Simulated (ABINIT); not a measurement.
# Si2Mo (I4/mmm) in ABINIT: notebook

One crystal, Si2Mo, is run at these levels: LDA, PBEsol; tasks: phonons.

All numbers are computed with ABINIT 10.8.3 (patched build); they aren't measurements. Logs are shortened: lines on timing, memory, paths and dates and some standing lists are left out, and cuts for length are marked. The log counts tension as positive stress, the text compression.

## Step 1: The undisturbed crystal

It takes space group I4/mmm (No. 139, tetragonal). Conventional cell: a = 3.200 Å, b = 3.200 Å, c = 7.861 Å, α = 90.00°, β = 90.00°, γ = 90.00°. Mo (site symmetry 4/mmm) has 10 Si at 2.62 Å as nearest neighbours. Around Si (site symmetry 4mm) lie 5 Si at 2.61 to 2.63 Å and 5 Mo at 2.62 Å.

## Step 2: Phonons, LDA (cell relaxed at zero pressure by an earlier run)

Contents of run.abi:

```
# Datasets
ndtset 2

# Pseudopotentials
pp_dirpath "./"
pseudos "Mo.hgh, Si.hgh"

# Structure
acell 3*1.0 Angstrom
rprim
    -1.5868143600     1.5868143600     3.8766240500
     1.5868143600    -1.5868143600     3.8766240500
     1.5868143600     1.5868143600    -3.8766240500
ntypat 2
znucl 42 14
natom 3
typat 1 2 2
chkprim 0
chksymtnons 0
tolsym 1.0e-6
xred
            0.0            0.0            0.0
   0.6645998300   0.6645998300            0.0
   0.3354001700   0.3354001700            0.0

# Plane-wave basis
ecut 38.0
ecutsm 0.5

# k points
ngkpt 10 10 10
nshiftk 1
shiftk 0.0 0.0 0.0

# Exchange and correlation
ixc 7

# Bands and occupations
nband 15
occopt 3
tsmear 0.00183747

# SCF cycle
nstep 80

# Output
prteig 0
prtebands 0
prtwf 0
prtden 0
prtpot 0

# Dataset 1: ground state
kptopt1 1
tolvrs1 1.0e-15
prtwf1 1
tolwfr1 1.0e-14
nbdbuf1 4
nline1 6

# Dataset 2: response at q = 0 to atomic displacements
rfphon2 1
rfatpol2 1 3
rfdir2 1 1 1
getwfk2 1
kptopt2 2
nqpt2 1
qpt2 0.0 0.0 0.0
tolvrs2 1.0e-10
```

Contents of mrgddb.in:

```
merged_DDB
Si2Mo
2
runo_DS1_DDB
runo_DS2_DDB
```

Contents of anaddb.abi:

```
ddb_filepath "merged_DDB"
output_file "anaddb.abo"
outdata_prefix "ana"
asr 1
chneut 0
dipdip 0
dieflag 0
enunit 0
eivec 1
nph1l 1
qph1l 0.0 0.0 0.0 1.0
```

Potentials or basis: HGH LDA.

Run with:

```
> abinit run.abi > log 2>&1
> mrgddb < mrgddb.in > mrgddb.log 2>&1
> anaddb anaddb.abi > anaddb.log 2>&1
```

run.abo:

```text
.Version 10.8.3 of ABINIT
 DATASET    1 : space group I4/m m m (#139); Bravais tI (body-center tetrag.)
================================================================================
 Values of the parameters that define the memory need for DATASET  1.
     intxc =       0    ionmov =       0      iscf =       7    lmnmax =       6
     lnmax =       6     mgfft =      48  mpssoang =       3    mqgrid =    3001
     natom =       3  nloc_mem =       1    nspden =       1   nspinor =       1
    nsppol =       1      nsym =      16    n1xccc =       0    ntypat =       2
    occopt =       3   xclevel =       1
       mpw =        2970          nfft =      110592          nkpt =         102
================================================================================
================================================================================

 DATASET    2 : space group I4/m m m (#139); Bravais tI (body-center tetrag.)
================================================================================
 Values of the parameters that define the memory need for DATASET  2 (RF).
     intxc =       0      iscf =       7    lmnmax =       6     lnmax =       6
     mgfft =      48  mpssoang =       3    mqgrid =    3001     natom =       3
  nloc_mem =       1    nspden =       1   nspinor =       1    nsppol =       1
      nsym =      16    n1xccc =       0    ntypat =       2    occopt =       3
   xclevel =       1
      nfft =      110592          nkpt =         504
================================================================================
================================================================================

--------------------------------------------------------------------------------
------------- Echo of variables that govern the present computation ------------
--------------------------------------------------------------------------------
 -outvars: echo values of preprocessed input variables --------
            acell      1.8897261259E+00  1.8897261259E+00  1.8897261259E+00 Bohr
              amu      9.59400000E+01  2.80855000E+01
          chkprim           0
      chksymtnons           0
             ecut      3.80000000E+01 Hartree
           ecutsm      5.00000000E-01 Hartree
           getwfk1          0
           getwfk2          1
                       outvar_i_n : Printing only first  50 k-points.
              ixc           7
           jdtset        1    2
                       outvar_i_n : Printing only first  50 k-points.
           kptopt1          1
           kptopt2          2
         kptrlatt       10    0    0      0   10    0      0    0   10
          kptrlen      5.99728911E+01
            natom           3
            nband1         15
            nband2         15
           nbdbuf1          4
           nbdbuf2          2
           ndtset           2
            ngfft          48      48      48
             nkpt1        102
             nkpt2        504
[... 360 lines left out ...]
tolerances: {tolvrs: 1.00E-10, }
...

     iter   2DEtotal(Ha)        deltaE(Ha) residm    vres2
-ETOT  1   95.127834004675     -2.711E+01 2.623E+00 8.096E+05
 ETOT  2   36.874491758379     -5.825E+01 8.153E-01 1.783E+05
 ETOT  3   13.906521313590     -2.297E+01 3.983E-02 2.955E+04
 ETOT  4   9.0062125859615     -4.900E+00 4.734E-03 7.034E+01
 ETOT  5   8.9986572221702     -7.555E-03 1.385E-03 2.746E-01
 ETOT  6   8.9986258766701     -3.135E-05 3.234E-04 1.631E-03
 ETOT  7   8.9986255794510     -2.972E-07 6.663E-05 3.817E-05
 ETOT  8   8.9986255746458     -4.805E-09 1.718E-05 4.691E-07
 ETOT  9   8.9986255745710     -7.476E-11 3.818E-06 9.547E-10
 ETOT 10   8.9986255745724      1.364E-12 1.010E-06 1.236E-11

 At SCF step   10       vres2   =  1.24E-11 < tolvrs=  1.00E-10 =>converged.
================================================================================

 ----iterations are completed or convergence reached----

 Mean square residual over all n,k,spin=   40.649E-11; max=  10.098E-07

 2DEtotal=    0.8998625575E+01 Ha. Also 2DEtotal=    0.244865076193E+03 eV
    (2DErelax=   -1.1323737816E+02 Ha. 2DEnonrelax=    1.2223600373E+02 Ha)
    (  non-var. 2DEtotal :    8.9986255691E+00 Ha)

================================================================================

 ---- first-order wavefunction calculations are completed ----

 ==> Compute Derivative Database <==

  Dynamical matrix, in cartesian coordinates,
   if specified in the inputs, asr has been imposed
     j1       j2             matrix element
  dir pert dir pert     real part    imaginary part

   1    1   1    1         0.0989092953        -0.0000000000
   1    1   1    2        -0.0494546477         0.0000000000
   1    1   1    3        -0.0494546477         0.0000000000

   2    1   2    1         0.0989092953         0.0000000000
   2    1   2    2        -0.0494546477        -0.0000000000
   2    1   2    3        -0.0494546477        -0.0000000000
[... 25 lines left out ...]
   3    3   3    1        -0.0672380809         0.0000000000
   3    3   3    2        -0.0726270954         0.0000000000
   3    3   3    3         0.1398651762        -0.0000000000

  Phonon wavevector (reduced coordinates) :  0.00000  0.00000  0.00000
 Phonon energies in Hartree :
   0.000000E+00  0.000000E+00  0.000000E+00  1.237550E-03  1.237550E-03
   1.443002E-03  1.508741E-03  1.508741E-03  2.037279E-03
 Phonon frequencies in cm-1    :
   0.000000E+00  0.000000E+00  0.000000E+00  2.716109E+02  2.716109E+02
   3.167024E+02  3.311304E+02  3.311304E+02  4.471310E+02

== END DATASET(S) ==============================================================
================================================================================

 -outvars: echo values of variables after computation  --------
            acell      1.8897261259E+00  1.8897261259E+00  1.8897261259E+00 Bohr
           etotal1    -1.6048026209E+01
           etotal2     8.9986255746E+00
            fcart1    -0.0000000000E+00 -0.0000000000E+00 -0.0000000000E+00
                      -4.1079150496E-21  2.2997139263E-20 -1.0470740829E-04
                       4.1079150496E-21 -2.2997139263E-20  1.0470740829E-04
            fcart2     0.0000000000E+00  0.0000000000E+00  0.0000000000E+00
                       0.0000000000E+00  0.0000000000E+00  0.0000000000E+00
                       0.0000000000E+00  0.0000000000E+00  0.0000000000E+00
            rprim     -1.5868143600E+00  1.5868143600E+00  3.8766240500E+00
                       1.5868143600E+00 -1.5868143600E+00  3.8766240500E+00
                       1.5868143600E+00  1.5868143600E+00 -3.8766240500E+00
           strten1    -9.3198556310E-07 -9.3198556311E-07  1.6790701310E-06
                       0.0000000000E+00  0.0000000000E+00  0.0000000000E+00
           strten2     0.0000000000E+00  0.0000000000E+00  0.0000000000E+00
                       0.0000000000E+00  0.0000000000E+00  0.0000000000E+00
           xangst      0.0000000000E+00  0.0000000000E+00  0.0000000000E+00
                       1.5335717834E-17  7.6068537464E-17  5.1528073692E+00
                      -3.4814491242E-17  8.0943005548E-17  2.6004407308E+00
             xred      0.0000000000E+00  0.0000000000E+00  0.0000000000E+00
                       6.6459983000E-01  6.6459983000E-01  2.8801181034E-17
                       3.3540017000E-01  3.3540017000E-01  1.4534943554E-17
 Calculation completed.
```

anaddb.abo:

```text
.Version 10.8.3 of ANADDB
================================================================================

 -outvars_anaddb: echo values of input variables ----------------------

[... 124 lines left out ...]
  1.0 -1.0 -1.0  1.0  1.0 -1.0 -1.0  1.0  1.0 -1.0 -1.0  1.0  1.0 -1.0 -1.0  1.0
 Symmetry characters of vibration mode #   7
        degenerate with vibration mode #   8
  2.0  2.0 -0.0 -0.0 -2.0 -2.0  0.0  0.0  0.0  0.0 -0.0 -0.0 -0.0 -0.0  0.0  0.0
 Symmetry characters of vibration mode #   9
  1.0  1.0  1.0  1.0  1.0  1.0  1.0  1.0  1.0  1.0  1.0  1.0  1.0  1.0  1.0  1.0

================================================================================

 anaddb : the run completed successfully.
```

It took 23 min on 1 thread of Arm Neoverse V1, shared host; peak memory 0.68 GiB.

Results:

| Quantity | Value |
| --- | --- |
| Free energy | -436.6890 eV |
| Pressure | 0.0 GPa |
| Largest force | 0.005 eV/Å |
| Band gap on the k mesh | none (metal or under the smearing width) |
| Highest phonon frequency at Γ | 447 cm⁻¹ |

Forces in eV/Å, atoms in the order of the input:
```
Mo   0.000  0.000  0.000
Si   0.000  0.000 -0.005
Si   0.000  0.000  0.005
```

Stress tensor (GPa, compression positive):
```
 0.03  0.00  0.00
 0.00  0.03  0.00
 0.00  0.00 -0.05
```

Phonon frequencies in cm⁻¹ (negative: imaginary):
```tsv
q point	frequencies
(0.000, 0.000, 0.000)	0 0 0 272 272 317 331 331 447
```

Caveat: the mesh is coarse for a metal's response; HGH potentials are hard and often keep d shells in the core, so these values are rough.

## Step 3: Phonons, PBEsol (cell relaxed at zero pressure by an earlier run)

Contents of run.abi:

```
# Datasets
ndtset 2

# Pseudopotentials
pp_dirpath "./"
pseudos "Mo.upf, Si.upf"

# Structure
acell 3*1.0 Angstrom
rprim
    -1.5956816600     1.5956816600     3.9092493900
     1.5956816600    -1.5956816600     3.9092493900
     1.5956816600     1.5956816600    -3.9092493900
ntypat 2
znucl 42 14
natom 3
typat 1 2 2
chkprim 0
chksymtnons 0
tolsym 1.0e-6
xred
            0.0            0.0            0.0
   0.6647625500   0.6647625500            0.0
   0.3352374500   0.3352374500            0.0

# Plane-wave basis
ecut 40.0
ecutsm 0.5

# k points
ngkpt 8 8 8
nshiftk 1
shiftk 0.0 0.0 0.0

# Exchange and correlation
ixc -116133

# Bands and occupations
nband 19
occopt 3
tsmear 0.00183747

# SCF cycle
nstep 80

# Output
prteig 0
prtebands 0
prtwf 0
prtden 0
prtpot 0

# Dataset 1: ground state
kptopt1 1
tolvrs1 1.0e-15
prtwf1 1
tolwfr1 1.0e-14
nbdbuf1 4
nline1 6

# Dataset 2: response at q = 0 to atomic displacements
rfphon2 1
rfatpol2 1 3
rfdir2 1 1 1
getwfk2 1
kptopt2 2
nqpt2 1
qpt2 0.0 0.0 0.0
tolvrs2 1.0e-9
```

mrgddb.in is that of step 2.

anaddb.abi is that of step 2.

Potentials or basis: PseudoDojo NC SR PBEsol v0.4.1 standard.

Run with:

```
> mpirun --bind-to none -np 4 abinit run.abi > log 2>&1
> mrgddb < mrgddb.in > mrgddb.log 2>&1
> anaddb anaddb.abi > anaddb.log 2>&1
```

run.abo:

```text
.Version 10.8.3 of ABINIT
 DATASET    1 : space group I4/m m m (#139); Bravais tI (body-center tetrag.)
================================================================================
 Values of the parameters that define the memory need for DATASET  1.
     intxc =       0    ionmov =       0      iscf =       7    lmnmax =       6
     lnmax =       6     mgfft =      50  mpssoang =       3    mqgrid =    3001
     natom =       3  nloc_mem =       1    nspden =       1   nspinor =       1
    nsppol =       1      nsym =      16    n1xccc =    2501    ntypat =       2
    occopt =       3   xclevel =       2
       mpw =        3280          nfft =      125000          nkpt =          59
================================================================================
================================================================================

 DATASET    2 : space group I4/m m m (#139); Bravais tI (body-center tetrag.)
================================================================================
 Values of the parameters that define the memory need for DATASET  2 (RF).
     intxc =       0      iscf =       7    lmnmax =       6     lnmax =       6
     mgfft =      50  mpssoang =       3    mqgrid =    3001     natom =       3
  nloc_mem =       1    nspden =       1   nspinor =       1    nsppol =       1
      nsym =      16    n1xccc =    2501    ntypat =       2    occopt =       3
   xclevel =       2
      nfft =      125000          nkpt =         260
================================================================================
================================================================================

--------------------------------------------------------------------------------
------------- Echo of variables that govern the present computation ------------
--------------------------------------------------------------------------------
 -outvars: echo values of preprocessed input variables --------
            acell      1.8897261259E+00  1.8897261259E+00  1.8897261259E+00 Bohr
              amu      9.59400000E+01  2.80855000E+01
          chkprim           0
      chksymtnons           0
             ecut      4.00000000E+01 Hartree
           ecutsm      5.00000000E-01 Hartree
           getwfk1          0
           getwfk2          1
                       outvar_i_n : Printing only first  50 k-points.
              ixc     -116133
           jdtset        1    2
                       outvar_i_n : Printing only first  50 k-points.
[... 378 lines left out ...]

 2DEtotal=    0.9172128192E+01 Ha. Also 2DEtotal=    0.249586322919E+03 eV
    (2DErelax=   -1.1792503335E+02 Ha. 2DEnonrelax=    1.2709716154E+02 Ha)
    (  non-var. 2DEtotal :    9.1721281822E+00 Ha)

================================================================================

 ---- first-order wavefunction calculations are completed ----

 ==> Compute Derivative Database <==

  Dynamical matrix, in cartesian coordinates,
   if specified in the inputs, asr has been imposed
     j1       j2             matrix element
  dir pert dir pert     real part    imaginary part

   1    1   1    1         0.1045372959         0.0000000000
   1    1   1    2        -0.0522686480        -0.0000000000
   1    1   1    3        -0.0522686480         0.0000000000

   2    1   2    1         0.1045372959        -0.0000000000
   2    1   2    2        -0.0522686480        -0.0000000000
   2    1   2    3        -0.0522686480         0.0000000000
[... 25 lines left out ...]
   3    3   3    1        -0.0685152210        -0.0000000000
   3    3   3    2        -0.0711567268        -0.0000000000
   3    3   3    3         0.1396719478         0.0000000000

  Phonon wavevector (reduced coordinates) :  0.00000  0.00000  0.00000
 Phonon energies in Hartree :
   0.000000E+00  0.000000E+00  0.000000E+00  1.272272E-03  1.272272E-03
   1.456642E-03  1.519133E-03  1.519133E-03  2.029288E-03
 Phonon frequencies in cm-1    :
   0.000000E+00  0.000000E+00  0.000000E+00  2.792314E+02  2.792314E+02
   3.196960E+02  3.334111E+02  3.334111E+02  4.453773E+02

== END DATASET(S) ==============================================================
================================================================================

 -outvars: echo values of variables after computation  --------
            acell      1.8897261259E+00  1.8897261259E+00  1.8897261259E+00 Bohr
           etotal1    -7.8806145989E+01
           etotal2     9.1721281916E+00
            fcart1     3.4881417128E-31  3.4881417128E-31  2.1356898560E-31
                      -4.7442994680E-20 -2.0337940368E-20  1.4338961924E-04
                       4.7442994679E-20  2.0337940367E-20 -1.4338961924E-04
            fcart2     0.0000000000E+00  0.0000000000E+00  0.0000000000E+00
                       0.0000000000E+00  0.0000000000E+00  0.0000000000E+00
                       0.0000000000E+00  0.0000000000E+00  0.0000000000E+00
            rprim     -1.5956816600E+00  1.5956816600E+00  3.9092493900E+00
                       1.5956816600E+00 -1.5956816600E+00  3.9092493900E+00
                       1.5956816600E+00  1.5956816600E+00 -3.9092493900E+00
           strten1     1.0523409747E-06  1.0523409747E-06  7.3484173089E-07
                       0.0000000000E+00  0.0000000000E+00  0.0000000000E+00
           strten2     0.0000000000E+00  0.0000000000E+00  0.0000000000E+00
                       0.0000000000E+00  0.0000000000E+00  0.0000000000E+00
           xangst      0.0000000000E+00  0.0000000000E+00  0.0000000000E+00
                      -2.7147348398E-16  2.5585482572E-16  5.1974451862E+00
                       5.3646866639E-17 -6.1523301866E-17  2.6210535938E+00
             xred      0.0000000000E+00  0.0000000000E+00  0.0000000000E+00
                       6.6476255000E-01  6.6476255000E-01 -4.8940395344E-18
                       3.3523745000E-01  3.3523745000E-01 -2.4680471752E-18
 Calculation completed.
```

anaddb.abo:

```text
.Version 10.8.3 of ANADDB
================================================================================

 -outvars_anaddb: echo values of input variables ----------------------

[... 124 lines left out ...]
  1.0 -1.0 -1.0  1.0  1.0 -1.0 -1.0  1.0  1.0 -1.0 -1.0  1.0  1.0 -1.0 -1.0  1.0
 Symmetry characters of vibration mode #   7
        degenerate with vibration mode #   8
  2.0  2.0  0.0  0.0 -2.0 -2.0 -0.0 -0.0  0.0  0.0  0.0  0.0 -0.0 -0.0  0.0  0.0
 Symmetry characters of vibration mode #   9
  1.0  1.0  1.0  1.0  1.0  1.0  1.0  1.0  1.0  1.0  1.0  1.0  1.0  1.0  1.0  1.0

================================================================================

 anaddb : the run completed successfully.
```

It took 3.5 min on 4 MPI ranks of Intel Xeon 6975P-C (Granite Rapids), shared host; peak memory 0.84 GiB.

Results:

```
Free energy                   : -2144.4245 eV
Pressure                      : 0.0 GPa
Largest force                 : 0.007 eV/Å
Band gap on the k mesh        : none (metal or under the smearing width)
Highest phonon frequency at Γ : 445 cm⁻¹
```

Forces on the atoms (eV/Å):
```
Mo   0.000  0.000  0.000
Si   0.000  0.000  0.007
Si   0.000  0.000 -0.007
```

Phonon frequencies in cm⁻¹ (negative: imaginary):
```tsv
q point	frequencies
(0.000, 0.000, 0.000)	0 0 0 279 279 320 333 333 445
```

Caveat: the mesh is coarse for a metal's response.
